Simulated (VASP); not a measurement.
# Ag (Im-3m) in VASP: notebook

The runs below take Ag through single point, with r2SCAN.

Everything below comes from runs of VASP 6.6.1. Logs are shortened: lines on timing, memory, paths and dates and some standing lists are left out, and cuts for length are marked.

### 1 The crystal as given

It takes space group Im-3m (No. 229, cubic). The conventional cell has a = 3.311 Å, b = 3.311 Å, c = 3.311 Å, α = 90.00°, β = 90.00°, γ = 90.00°. Ag (site symmetry m-3m) has 8 Ag at 2.87 Å as nearest neighbours.

This isn't the form of Ag at room conditions, which is fcc.

### 2 Single point, r2SCAN

INCAR reads:

```
SYSTEM = Ag
PREC     = Accurate       ! precision mode
ENCUT    = 300            ! plane-wave cutoff, eV
EDIFF    = 1E-6           ! SCF threshold, eV
ISMEAR   = 1              ! smearing method
SIGMA    = 0.1            ! smearing width, eV
LREAL    = .False.        ! projectors in reciprocal space
LASPH    = .True.         ! aspherical terms in the spheres
NELM     = 100            ! most SCF steps
ALGO     = Normal         ! electronic algorithm
ISIF     = 2              ! what is computed and relaxed
LWAVE    = .False.        ! write WAVECAR
LCHARG   = .False.        ! write CHGCAR
METAGGA  = R2SCAN         ! meta-GGA
LMIXTAU  = .True.       
ADDGRID  = .False.
```

KPOINTS reads:

```
regular mesh
0
Gamma
  8 8 8
  0 0 0
```

POSCAR reads:

```
Ag
1.0
   -1.6556540000      1.6556540000      1.6556540000
    1.6556540000     -1.6556540000      1.6556540000
    1.6556540000      1.6556540000     -1.6556540000
Ag
1
Direct
    0.0000000000      0.0000000000      0.0000000000
```

Potentials or basis: VASP PAW PBE potentials, release 64 (Ag).

The run is started by

```sh
> cat potpaw_PBE.64/Ag/POTCAR > POTCAR
> mpirun -np 1 vasp_std > vasp.out
```

OUTCAR:

```text
SYSTEM = Ag
   PREC = Accurate
   ENCUT = 300
   EDIFF = 1E-6
   ISMEAR = 1
   LREAL = .False.
   LASPH = .True.
   NELM = 100
   ISIF = 2
   METAGGA = R2SCAN

 Found     29 irreducible k-points:

 Following reciprocal coordinates:
            Coordinates               Weight
  0.000000  0.000000  0.000000      1.000000
  0.125000  0.000000  0.000000     12.000000
  0.250000  0.000000  0.000000     12.000000
  0.375000  0.000000  0.000000     12.000000
  0.500000  0.000000  0.000000      6.000000
  0.125000  0.125000  0.000000     24.000000
   k-points           NKPTS =     29   k-points in BZ     NKDIM =     29   number of bands    NBANDS=      9
   number of dos      NEDOS =    301   number of ions     NIONS =      1
   total plane-waves  NPLWV =   4096
   dimension x,y,z NGX =    16 NGY =   16 NGZ =   16
   dimension x,y,z NGXF=    32 NGYF=   32 NGZF=   32
   ions per type =               1
   NGX,Y,Z   is equivalent  to a cutoff of   9.28,  9.28,  9.28 a.u.
   NGXF,Y,Z  is equivalent  to a cutoff of  18.55, 18.55, 18.55 a.u.
 SYSTEM =  Ag
   PREC   = accura    normal or accurate (medium, high low for compatibility)
   ISTART =      0    job   : 0-new  1-cont  2-samecut
   ICHARG =      2    charge: 1-file 2-atom 10-const
   ISPIN  =      1    spin polarized calculation?
   LNONCOLLINEAR =      F non collinear calculations
   LSORBIT =      F    spin-orbit coupling
   LASPH  =      T    aspherical Exc in radial PAW
   ENCUT  =  300.0 eV  22.05 Ry    4.70 a.u.   4.05  4.05  4.05*2*pi/ulx,y,z
   NELM   =    100;   NELMIN=  2; NELMDL= -5     # of ELM steps
   EDIFF  = 0.1E-05   stopping-criterion for ELM
   LREAL  =      F    real-space projection
   EDIFFG = 0.1E-04   stopping-criterion for IOM
   NSW    =      0    number of steps for IOM
   IBRION =     -1    ionic relax: 0-MD 1-quasi-New 2-CG
   NFREE  =      0    steps in history (QN), initial steepest desc. (CG)
   ISIF   =      2    stress and relaxation
   ISYM   =      2    0-nonsym 1-usesym 2-fastsym
   POTIM  = 0.5000    time-step for ionic-motion
   TEBEG  =    0.0;   TEEND  =   0.0 temperature during run
   PSTRESS=    0.0 pullay stress
   NELECT =      11.0000    total number of electrons
   NUPDOWN=      -1.0000    fix difference up-down
   EMIN   =  10.00;   EMAX   =-10.00  energy-range for DOS
   EFERMI =   0.00;   METHOD = LEGACY
   ISMEAR =     1;   SIGMA  =   0.10  broadening in eV -4-tet -1-fermi 0-gaus
   EFERMI_NEDOS =   21; number of points for ismear=-14 and -15
   IALGO  =     38    algorithm
   IMIX   =      4    mixing-type and parameters
     AMIX     =   0.40;   BMIX     =  1.00
     AMIX_MAG =   1.60;   BMIX_MAG =  1.00
  volume/ion in A,a.u.               =      18.15       122.51
  Fermi-wavevector in a.u.,A,eV,Ry     =   1.385318  2.617871 26.111022  1.919106
  Thomas-Fermi vector in A             =   2.509739
   LORBIT       =      0    0 simple, 1 ext, 2 COOP (PROOUT), +10 PAW based schemes
   METAGGA = R2SCAN    functional components
   LHFCALC =     F    Hartree Fock is set to
   AEXX    =    0.0000 exact exchange contribution
   IVDW    =     0    specifies the selected vdW correction
   LEPSILON=     F    determine dielectric tensor
   LRPA    =     F    only Hartree local field effects (RPA)
 non-spin polarized calculation
 Methfessel and Paxton  Order N= 1 SIGMA  =   0.10
  energy-cutoff  :      300.00
  volume of cell :       18.15
 maximum number of plane-waves:       236
   NGX =  7   NGY =  7   NGZ =  7

 number of electron      11.0000015 magnetization

 Free energy of the ion-electron system (eV)
  ---------------------------------------------------
  ext. energy  EPLUGINS =         0.00000000
  ---------------------------------------------------
  free energy    TOTEN  =       -21.27959864 eV

  energy without entropy =      -21.27590689  energy(sigma->0) =      -21.27836806

 E-fermi :   7.7761     XC(G=0): -12.5506

 val. band max:        7.7415348977   @ k =   0.5000   0.0000   0.0000
 cond. band min:       7.7849334482   @ k =   0.3750   0.1250  -0.0000
 fundamental gap:      0.0433985504
 Fermi energy:         7.7761451075

 k-point     1 :       0.0000    0.0000    0.0000
  band No.  band energies     occupation
      1       0.0978      2.00000
      2       2.5713      2.00000
      3       2.5714      2.00000
      4       2.5714      2.00000
      5       3.7907      2.00000
      6       3.7907      2.00000
      7      26.0522      0.00000
      8      26.0522      0.00000
      9      26.0522      0.00000

 k-point     2 :       0.1250    0.0000    0.0000
  band No.  band energies     occupation
      1       0.5858      2.00000
      2       2.4604      2.00000
      3       2.6004      2.00000
      4       2.8403      2.00000
      5       3.6860      2.00000
      6       3.7992      2.00000
      7      24.3050      0.00000
      8      25.5999      0.00000
      9      26.3059      0.00000

 k-point     3 :       0.2500    0.0000    0.0000
  band No.  band energies     occupation
      1       1.4397      2.00000
      2       2.2022      2.00000
      3       3.1608      2.00000
      4       3.5442      2.00000
      5       3.6045      2.00000
      6       3.8291      2.00000
      7      19.5638      0.00000
      8      23.5924      0.00000
      9      25.7095      0.00000

 k-point     4 :       0.3750    0.0000    0.0000
  band No.  band energies     occupation
      1       1.3750      2.00000
      2       1.9558      2.00000
      3       3.6833      2.00000
      4       3.8727      2.00000
      5       4.3478      2.00000
      6       5.4775      2.00000
      7      14.6220      0.00000
      8      21.8620      0.00000
      9      23.1118      0.00000

 k-point     5 :       0.5000    0.0000    0.0000
  band No.  band energies     occupation
      1       1.2435      2.00000
      2       1.8569      2.00000
      3       3.7408      2.00000
      4       3.8951      2.00000
      5       4.7198      2.00000
      6       7.7415      1.54871
      7      11.5150      0.00000
      8      21.2357      0.00000
      9      22.1202      0.00000

 k-point     6 :       0.1250    0.1250    0.0000
  band No.  band energies     occupation
      1       1.3707      2.00000
      2       2.4107      2.00000
      3       2.4548      2.00000
      4       3.4967      2.00000
      5       3.5550      2.00000
      6       3.8845      2.00000
      7      22.2057      0.00000
      8      22.4606      0.00000
      9      25.5152      0.00000

 [... further k-points ...]

------------------------ aborting loop because EDIFF is reached ----------------------------------------

  FORCE on cell =-STRESS in cart. coord.  units (eV):
  Direction    XX          YY          ZZ          XY          YZ          ZX
  --------------------------------------------------------------------------------------
  -------------------------------------------------------------------------------------
  Total       -0.4200466     -0.4200466     -0.4200466     -0.0000000      0.0000000      0.0000000
  in kB      -37.0714245    -37.0714245    -37.0714245     -0.0000000      0.0000000      0.0000000
  external PRESSURE =     -37.0714245 kB  Pullay stress =       0.0000000 kB

 VOLUME and BASIS-vectors are now :
 -----------------------------------------------------------------------------
  energy-cutoff  :      300.00
  volume of cell :       18.15
      direct lattice vectors                 reciprocal lattice vectors
    -1.655654000  1.655654000  1.655654000     0.000000000  0.301995465  0.301995465
     1.655654000 -1.655654000  1.655654000     0.301995465  0.000000000  0.301995465
     1.655654000  1.655654000 -1.655654000     0.301995465  0.301995465  0.000000000

 POSITION                                       TOTAL-FORCE (eV/Angst)
 -----------------------------------------------------------------------------------
      0.00000      0.00000      0.00000        -0.000000     -0.000000      0.000000
 -----------------------------------------------------------------------------------
    total drift:                                0.000000      0.000000     -0.000000

  FREE ENERGIE OF THE ION-ELECTRON SYSTEM (eV)
  ---------------------------------------------------
  free  energy   TOTEN  =       -21.2795986449 eV

  energy  without entropy=      -21.2759068917  energy(sigma->0) =      -21.27836806
```

OSZICAR:

```text
N       E                     dE             d eps       ncg     rms          rms(c)
DAV:   1     0.605325304607E+01    0.60533E+01   -0.42717E+03   594   0.711E+02
DAV:   2    -0.245285792246E+02   -0.30582E+02   -0.29884E+02   549   0.161E+02
DAV:   3    -0.247703486042E+02   -0.24177E+00   -0.24159E+00   603   0.163E+01
[... 12 lines left out ...]
DAV:  16    -0.212795989279E+02    0.55705E-05   -0.44926E-07   291   0.684E-03    0.776E-04
DAV:  17    -0.212796019704E+02   -0.30425E-05   -0.52933E-08   291   0.261E-03    0.879E-04
DAV:  18    -0.212795972120E+02    0.47584E-05   -0.11480E-07   291   0.329E-03    0.346E-04
DAV:  19    -0.212795996133E+02   -0.24013E-05   -0.30365E-08   275   0.159E-03    0.702E-05
DAV:  20    -0.212795986449E+02    0.96837E-06   -0.16759E-09   291   0.470E-04
   1 F= -.21279599E+02 E0= -.21278368E+02  d E =-.369175E-02
```

stdout:

```text
POSCAR found type information on POSCAR Ag
 POSCAR found :  1 types and       1 ions
 scaLAPACK will be used
 -----------------------------------------------------------------------------
|                                                                             |
|                                                                             |
|     You enforced a specific xc type in the INCAR file but a different       |
|     I HOPE YOU KNOW WHAT YOU ARE DOING!                                     |
|                                                                             |
 -----------------------------------------------------------------------------

 LDA part: xc-table for (None), standard interpolation
 POSCAR, INCAR and KPOINTS ok, starting setup
 FFT: planning ... GRIDC
 FFT: planning ... GRID_SOFT
 FFT: planning ... GRID
 WAVECAR not read
 entering main loop
```

It took 5.8 s on 1 thread of Intel Xeon 6975P-C (Granite Rapids), shared host; peak memory 0.11 GiB.

These settings aren't checked as converged: the numbers below hold their error.

What came out:

- Free energy: -21.2796 eV
- Pressure: -3.7 GPa
- Band gap on the k mesh: none (metal or under the smearing width)

Caveat: the cutoff is under 1.25 times the usual one of these potentials, so pressure, stress and relaxed cells hold a basis-set (Pulay) error; the PAW data sets were made with another functional, which shifts forces and pressure a little.

(Continued in part 2 of 2.)
